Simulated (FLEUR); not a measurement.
# SiC (Moissanite) (P6_3mc) in FLEUR: settings compared

Aim: see how the results for SiC (Moissanite) move with the level of theory and the settings. Levels: PBEsol, LDA. Tasks: band structure, equation of state.

Everything below comes from runs of FLEUR MaX-R8.1 (later development tree). Logs are shortened: lines on timing, memory, paths and dates and some standing lists are left out, and cuts for length are marked.

### 1 The structure

Symmetry: P6_3mc, No. 186, hexagonal system. Conventional cell: a = 3.076 Å, b = 3.076 Å, c = 5.048 Å, α = 90.00°, β = 90.00°, γ = 120.00°. Si (site symmetry 3m) is surrounded by 4 C at 1.87 to 1.94 Å. Around C (site symmetry 3m) lie 4 Si at 1.87 to 1.94 Å.

### 2 Band structure, PBEsol

inp.xml

```xml
<?xml version="1.0" encoding="UTF-8" standalone="no"?>
<fleurInput fleurInputVersion="0.39">
   <comment>
      SiC                                                                                                 
   </comment>
   <calculationSetup>
      <cutoffs Kmax="5.6" Gmax="17.4" GmaxXC="17.4" numbands="0"/>
      <scfLoop itmax="60" minDistance="0.00001" maxIterBroyd="15" imix="Anderson" alpha="0.05" precondParam="0.0" spinf="2.0" sdNocoIR="T"/>
      <coreElectrons ctail="T" frcor="F" kcrel="0" coretail_lmax="0"/>
      <xcFunctional name="PBEs" relativisticCorrections="F"/>
      <magnetism jspins="1"/>
      <soc l_soc="F" theta="0.0" phi="0.0" spav="F"/>
      <expertModes spex="0" secvar="F"/>
      <geometryOptimization l_f="F" forcealpha="1.0" forcemix="BFGS" epsdisp="0.00001" epsforce="0.00001"/>
      <ldaU l_linMix="F" mixParam="0.05" spinf="1.0"/>
   </calculationSetup>
   <cell>
      <bzIntegration valenceElectrons="32.0" mode="hist" fermiSmearingEnergy="0.00183747">
         <kPointListSelection listName="default-1"/>
         <!-- k-points included here -->
         <xi:include xmlns:xi="http://www.w3.org/2001/XInclude" href="kpts.xml"> </xi:include>
      </bzIntegration>
      <!-- symmetry operations included here -->
      <xi:include xmlns:xi="http://www.w3.org/2001/XInclude" href="sym.xml"> </xi:include>
      <bulkLattice scale="1.0">
         <bravaisMatrix>
[... 32 lines left out ...]
         <lo type="SCLO" l="0" n="2" eDeriv="2"/>
         <lo type="SCLO" l="1" n="2" eDeriv="2"/>
         <lo type="SCLO" l="2" n="3" eDeriv="2"/>
      </species>
   </atomSpecies>
   <atomGroups>
      <atomGroup species="Silicon (Si)">
         <relPos label="                   1">-1.000/3.000 1.000/3.000 1.000/2.000</relPos>
         <relPos label="                   2">1.000/3.000 -1.000/3.000 .0000000000</relPos>
         <force calculate="T" relaxXYZ="TTT"/>
      </atomGroup>
      <atomGroup species="Carbon (C)">
         <relPos label="                   3">-1.000/3.000 1.000/3.000 -.1150000000</relPos>
         <relPos label="                   4">1.000/3.000 -1.000/3.000 .3850000000</relPos>
         <force calculate="T" relaxXYZ="TTT"/>
      </atomGroup>
   </atomGroups>
   <output dos="F" band="F" slice="F">
      <checks vchk="F" cdinf="F"/>
      <bandDOS minEnergy="-.5*Htr" maxEnergy="0.5*Htr" sigma="0.015" storeEVData="T"/>
      <vacuumDOS vacdos="F" integ="F" star="F" nstars="0" locx1="0.0" locy1="0.0" locx2="0.0" locy2="0.0" nstm="0" tworkf="0.0"/>
      <unfoldingBand unfoldBand="F" supercellX="1" supercellY="1" supercellZ="1"/>
      <plotting iplot="0" polar="F">
         <plot TwoD="T" vec1="  1.0  0.0  0.0" vec2="  0.0  1.0  0.0" vec3="  0.0  0.0  1.0" zero="  0.0  0.0  0.0" file="plot"/>
      </plotting>
      <chargeDensitySlicing numkpt="0" minEigenval="0.0" maxEigenval="0.0" nnne="0" pallst="F"/>
      <specialOutput eonly="F"/>
      <moessbauerParams electricFieldGradient="T" isomerShift="T" coreHyperfine="T" valenceHyperfine="T"/>
      <magneticCircularDichroism mcd="F" energyLo="-10.0" energyUp="0.0"/>
   </output>
  <!-- We include the file relax.xml here to enable relaxations (see documentation) -->
  <xi:include xmlns:xi="http://www.w3.org/2001/XInclude" href="relax.xml"> <xi:fallback/> </xi:include>
</fleurInput>
```

crystal.txt

```
SiC
&input cartesian=F /
3.0760000000  0.0000000000  0.0000000000
-1.5380000000  2.6638941420  0.0000000000
0.0000000000  0.0000000000  5.0480000000
1.8897261246
1.0 1.0 1.0

4
14 0.6666666666  0.3333333332  0.5000000000
14 0.3333333332  0.6666666666  0.0000000000
6 0.6666666666  0.3333333332  0.8850000000
6 0.3333333332  0.6666666666  0.3850000000

&kpt div1=10 div2=10 div3=5 gamma=T /
```

inp.xml (bands)

```
<?xml version="1.0" encoding="UTF-8" standalone="no"?>
<fleurInput fleurInputVersion="0.39">
   <comment>
      SiC                                                                                                 
   </comment>
   <calculationSetup>
      <cutoffs Kmax="5.6" Gmax="17.4" GmaxXC="17.4" numbands="0"/>
      <scfLoop itmax="60" minDistance="0.00001" maxIterBroyd="15" imix="Anderson" alpha="0.05" precondParam="0.0" spinf="2.0" sdNocoIR="T"/>
      <coreElectrons ctail="T" frcor="F" kcrel="0" coretail_lmax="0"/>
      <xcFunctional name="PBEs" relativisticCorrections="F"/>
      <magnetism jspins="1"/>
      <soc l_soc="F" theta="0.0" phi="0.0" spav="F"/>
      <expertModes spex="0" secvar="F"/>
      <geometryOptimization l_f="F" forcealpha="1.0" forcemix="BFGS" epsdisp="0.00001" epsforce="0.00001"/>
      <ldaU l_linMix="F" mixParam="0.05" spinf="1.0"/>
   </calculationSetup>
   <cell>
      <bzIntegration valenceElectrons="32.0" mode="hist" fermiSmearingEnergy="0.00183747">
         <kPointListSelection listName="path-1"/>
         <!-- k-points included here -->
         <xi:include xmlns:xi="http://www.w3.org/2001/XInclude" href="kpts.xml"> </xi:include>
      </bzIntegration>
      <!-- symmetry operations included here -->
      <xi:include xmlns:xi="http://www.w3.org/2001/XInclude" href="sym.xml"> </xi:include>
      <bulkLattice scale="1.0">
         <bravaisMatrix>
[... 33 lines left out ...]
         <lo type="SCLO" l="1" n="2" eDeriv="2"/>
         <lo type="SCLO" l="2" n="3" eDeriv="2"/>
      </species>
   </atomSpecies>
   <atomGroups>
      <atomGroup species="Silicon (Si)">
         <relPos label="                   1">-1.000/3.000 1.000/3.000 1.000/2.000</relPos>
         <relPos label="                   2">1.000/3.000 -1.000/3.000 .0000000000</relPos>
         <force calculate="T" relaxXYZ="TTT"/>
      </atomGroup>
      <atomGroup species="Carbon (C)">
         <relPos label="                   3">-1.000/3.000 1.000/3.000 -.1150000000</relPos>
         <relPos label="                   4">1.000/3.000 -1.000/3.000 .3850000000</relPos>
         <force calculate="T" relaxXYZ="TTT"/>
      </atomGroup>
   </atomGroups>
   <output dos="F" band="T" slice="F">
      <checks vchk="F" cdinf="F"/>
      <bandDOS minEnergy="-.5*Htr" maxEnergy="0.5*Htr" sigma="0.015" storeEVData="T"/>
      <vacuumDOS vacdos="F" integ="F" star="F" nstars="0" locx1="0.0" locy1="0.0" locx2="0.0" locy2="0.0" nstm="0" tworkf="0.0"/>
      <unfoldingBand unfoldBand="F" supercellX="1" supercellY="1" supercellZ="1"/>
      <plotting iplot="0" polar="F">
         <plot TwoD="T" vec1="  1.0  0.0  0.0" vec2="  0.0  1.0  0.0" vec3="  0.0  0.0  1.0" zero="  0.0  0.0  0.0" file="plot"/>
      </plotting>
      <chargeDensitySlicing numkpt="0" minEigenval="0.0" maxEigenval="0.0" nnne="0" pallst="F"/>
      <specialOutput eonly="F"/>
      <moessbauerParams electricFieldGradient="T" isomerShift="T" coreHyperfine="T" valenceHyperfine="T"/>
      <magneticCircularDichroism mcd="F" energyLo="-10.0" energyUp="0.0"/>
   </output>
  <!-- We include the file relax.xml here to enable relaxations (see documentation) -->
  <xi:include xmlns:xi="http://www.w3.org/2001/XInclude" href="relax.xml"> <xi:fallback/> </xi:include>
</fleurInput>
```

Potentials or basis: all-electron, FLAPW.

Launch:

```
> inpgen -f crystal.txt -profile fastHighL
> # inp.xml edited to the form shown
> mpirun -n 4 fleur_MPI -pe_per_kpt 1
> mpirun -n 4 fleur_MPI -pe_per_kpt 1   # second run, on inp.xml (bands)
```

Output:

```text
Welcome to FLEUR        (www.flapw.de)
      MaX-Release 8.1          (www.max-centre.eu)

 ========== k-point set info ==========
 Selected k-point list: default-1
 k-point list type: mesh
 10 x 10 x 5
 Number of k points: 42

 ------------Calculation Setup---------------------------
 Number of MPI-tasks      :            4
 Number of PE/node        :            4
 Number of OMP-threads    :            1
 Using exactly            1  PE per kpt
 Using exactly            1  PE per kpt
 k-points in parallel     :            4
 pe's per k-point         :            1
 No of k-point loops      :           10
 Info/Warning             : your k-point parallelism is not fully load-balanced
 Using exactly            1  PE per kpt
 Using exactly            1  PE per kpt
 Eigenvalue solver        :       lapack
 Number of basis functions:          955
 Approximate size of matrices (H+S) per k-point:         0.027 GB
 --------------------------------------------------------
Nuclear radius smaller than smallest radial mesh point for atom type 2 -- skipping its core isomer shift
Nuclear radius smaller than smallest radial mesh point for atom type 2 -- skipping its isomer shift
 Iteration:     1   Distance:      24.01413949 me/bohr^3
Nuclear radius smaller than smallest radial mesh point for atom type 2 -- skipping its core isomer shift
Nuclear radius smaller than smallest radial mesh point for atom type 2 -- skipping its isomer shift
 Iteration:     2   Distance:      21.43069588 me/bohr^3
Nuclear radius smaller than smallest radial mesh point for atom type 2 -- skipping its core isomer shift
Nuclear radius smaller than smallest radial mesh point for atom type 2 -- skipping its isomer shift
 Iteration:     3   Distance:       8.02105531 me/bohr^3
Nuclear radius smaller than smallest radial mesh point for atom type 2 -- skipping its core isomer shift
Nuclear radius smaller than smallest radial mesh point for atom type 2 -- skipping its isomer shift
 Iteration:     4   Distance:       4.57964237 me/bohr^3
Nuclear radius smaller than smallest radial mesh point for atom type 2 -- skipping its core isomer shift
Nuclear radius smaller than smallest radial mesh point for atom type 2 -- skipping its isomer shift
 Iteration:     5   Distance:       0.95372847 me/bohr^3
Nuclear radius smaller than smallest radial mesh point for atom type 2 -- skipping its core isomer shift
Nuclear radius smaller than smallest radial mesh point for atom type 2 -- skipping its isomer shift
 Iteration:     6   Distance:       0.17115275 me/bohr^3
Nuclear radius smaller than smallest radial mesh point for atom type 2 -- skipping its core isomer shift
Nuclear radius smaller than smallest radial mesh point for atom type 2 -- skipping its isomer shift
 Iteration:     7   Distance:       0.14648717 me/bohr^3
Nuclear radius smaller than smallest radial mesh point for atom type 2 -- skipping its core isomer shift
Nuclear radius smaller than smallest radial mesh point for atom type 2 -- skipping its isomer shift
 Iteration:     8   Distance:       0.01691386 me/bohr^3
Nuclear radius smaller than smallest radial mesh point for atom type 2 -- skipping its core isomer shift
Nuclear radius smaller than smallest radial mesh point for atom type 2 -- skipping its isomer shift
 Iteration:     9   Distance:       0.01328384 me/bohr^3
Nuclear radius smaller than smallest radial mesh point for atom type 2 -- skipping its core isomer shift
Nuclear radius smaller than smallest radial mesh point for atom type 2 -- skipping its isomer shift
 Iteration:    10   Distance:       0.00293101 me/bohr^3
Nuclear radius smaller than smallest radial mesh point for atom type 2 -- skipping its core isomer shift
Nuclear radius smaller than smallest radial mesh point for atom type 2 -- skipping its isomer shift
 Iteration:    11   Distance:       0.00223728 me/bohr^3
Nuclear radius smaller than smallest radial mesh point for atom type 2 -- skipping its core isomer shift
Nuclear radius smaller than smallest radial mesh point for atom type 2 -- skipping its isomer shift
 Iteration:    12   Distance:       0.00008963 me/bohr^3
Nuclear radius smaller than smallest radial mesh point for atom type 2 -- skipping its core isomer shift
Nuclear radius smaller than smallest radial mesh point for atom type 2 -- skipping its isomer shift
 Iteration:    13   Distance:       0.00002054 me/bohr^3
Nuclear radius smaller than smallest radial mesh point for atom type 2 -- skipping its core isomer shift
Nuclear radius smaller than smallest radial mesh point for atom type 2 -- skipping its isomer shift
 Iteration:    14   Distance:       0.00003287 me/bohr^3
Nuclear radius smaller than smallest radial mesh point for atom type 2 -- skipping its core isomer shift
Nuclear radius smaller than smallest radial mesh point for atom type 2 -- skipping its isomer shift
 Iteration:    15   Distance:       0.00000530 me/bohr^3

 ********************************************************************
 Run finished successfully
 Stop message:
   all done
 ********************************************************************
```

Run time: 2.7 min. Hardware: 4 MPI ranks of Arm Neoverse V1, shared host.

Results:

```
Free energy                                           : -17822.1734 eV
Band gap on the k mesh                                : 2.33 eV, indirect (least direct gap 3.96 eV)
Band gap along the path                               : 2.17 eV, indirect (least direct gap 3.96 eV)
Valence electrons inside the program's atomic spheres : Si 9.23; C 2.61 (radii Si 1.75, C 1.52 bohr)
```

Levels at the corners of the path, in eV from the valence-band top:
```
point  band 12  band 13  band 14  band 15  band 16  band 17  band 18  band 19  band 20  band 21
    Γ    -1.56    -1.56    -0.27    -0.27     0.00     4.57     5.97     6.43     6.43     7.49
    M    -6.57    -5.47    -3.56    -3.31    -1.49     2.47     4.10     6.66     7.12     9.64
    K    -6.51    -6.51    -4.15    -4.08    -4.08     2.17     7.86     8.56     8.56     9.34
    Γ    -1.56    -1.56    -0.27    -0.27     0.00     4.57     5.97     6.43     6.43     7.49
    A    -4.48    -0.97    -0.97    -0.97    -0.97     5.65     5.65     7.10     7.10     7.10
    L    -8.50    -2.70    -2.70    -2.35    -2.35     3.06     3.06     4.90     4.90    10.31
    H    -7.97    -5.92    -5.92    -1.76    -1.76     4.74     4.74     5.85     5.85    10.19
    A    -4.48    -0.97    -0.97    -0.97    -0.97     5.65     5.65     7.10     7.10     7.10
    L    -8.50    -2.70    -2.70    -2.35    -2.35     3.06     3.06     4.90     4.90    10.31
    M    -6.57    -5.47    -3.56    -3.31    -1.49     2.47     4.10     6.66     7.12     9.64
    K    -6.51    -6.51    -4.15    -4.08    -4.08     2.17     7.86     8.56     8.56     9.34
    H    -7.97    -5.92    -5.92    -1.76    -1.76     4.74     4.74     5.85     5.85    10.19
```

Core levels (eV from the Fermi level):
```csv
atom,levels
1 Si,1s1/2 -1776.0
2 Si,1s1/2 -1776.0
3 C,1s1/2 -262.5
4 C,1s1/2 -262.5
```

Caveat: the mesh misses the band edges, which the band path finds closer together. PBEsol gaps usually lie below the measured ones, often by a third to a half.

[end of part 1 of 2]
